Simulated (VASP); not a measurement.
Ge, 4 atoms in the cell. Symmetry: P6_3/mmc, No. 194, hexagonal system. The conventional cell has a = 3.998 Å, b = 3.998 Å, c = 6.599 Å, α = 90.00°, β = 90.00°, γ = 120.00°. Around Ge (site symmetry 3m) lie 4 Ge at 2.45 to 2.47 Å. This isn't the form of Ge at room conditions, which is diamond.

```yaml
Program: VASP 6.6.1
Task: relaxation of cell and atoms
Functional: revPBE
Potentials_or_basis: VASP PAW PBE potentials, release 64 (Ge_d)
Cutoff: 600 eV
k_mesh: 6 × 6 × 3
Occupations: fermi-dirac, width 0.05 eV
Spin: no spin polarisation
Further_INCAR_settings: ALGO = Fast; EDIFF = 1e-06; IBRION = 2; EDIFFG = -0.02; NSW = 60; ISIF = 3
```

Potentials or basis: VASP PAW PBE potentials, release 64 (Ge_d).

Launch:

```console
$ cat potpaw_PBE.64/Ge_d/POTCAR > POTCAR
$ mpirun -np 1 vasp_std > vasp.out
```

Hardware: 1 thread of Intel(R) Xeon(R) Platinum 8488C (Sapphire Rapids), on a shared host.

Q: Estimate the wall time of this run.

A: It took 2 min on 1 thread of Intel(R) Xeon(R) Platinum 8488C (Sapphire Rapids), on a shared host, peak memory 0.24 GiB. Counts: scf iterations 53, k points 14, ion steps 5.
